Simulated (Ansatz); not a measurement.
B interstitial in BP

These are results of DFT PBE, scalar-relativistic, plane waves, PAW in Ansatz, not measurements. (420 eV cutoff, 2×2×2 k-mesh, shifted by half a step, Gaussian smearing of 0.01 eV, collinear spin in charge 0, +2 alone)

Host crystal, relaxed:

```
B P
1.0
     0.00000    2.27410    2.27410
     2.27410    0.00000    2.27410
     2.27410    2.27410    0.00000
B P
1 1
Direct
  0.00000 0.00000 0.00000
  0.25000 0.25000 0.25000
```

Supercell of 32 atoms, rows in host cell vectors: 1 -3 1; -3 1 1; 1 1 -3. Atoms relax at the host's cell, keeping the symmetry that the supercell leaves at the site. The cell is small, so energies carry finite-size errors of tenths of an eV. The host's Kohn–Sham gap is 1.25 eV.

Defect: B interstitial at (0.500, 0.500, 0.500) of the host cell, charge +2.

(1) Give the relaxed supercell.

Results:

(1)
```
B P
1.0
    -4.54819    4.54819   -4.54819
     4.54819   -4.54819   -4.54819
    -4.54819   -4.54819    4.54819
B P
17 16
Direct
  0.00000 0.25000 0.75000
  0.75000 0.25000 0.00000
  0.50000 0.24740 0.24740
  0.25000 0.00000 0.75000
  0.24740 0.24740 0.50000
  0.00971 0.00971 0.00971
  0.75000 0.00000 0.25000
  0.50000 0.75260 0.75260
  0.50000 0.99029 0.50000
  0.25000 0.75000 0.00000
  0.00000 0.75000 0.25000
  0.75260 0.50000 0.75260
  0.75260 0.75260 0.50000
  0.50000 0.50000 0.99029
  0.24740 0.50000 0.24740
  0.99029 0.50000 0.50000
  0.50000 0.50000 0.50000
  0.00086 0.50000 0.75081
  0.75081 0.50000 0.00086
  0.50000 0.50000 0.24186
  0.24919 0.24919 0.75006
  0.24186 0.50000 0.50000
  0.99914 0.24994 0.99914
  0.75006 0.24919 0.24919
  0.50000 0.00086 0.75081
  0.50000 0.24186 0.50000
  0.24994 0.99914 0.99914
  0.99914 0.99914 0.24994
  0.75814 0.75814 0.75814
  0.75081 0.00086 0.50000
  0.50000 0.75081 0.00086
  0.24919 0.75006 0.24919
  0.00086 0.75081 0.50000
```
Around the defect: 4 P at 2.03 Å, 6 B at 2.30 Å. The run ended with a moment of 0.50 μB, which may not be the ground spin state.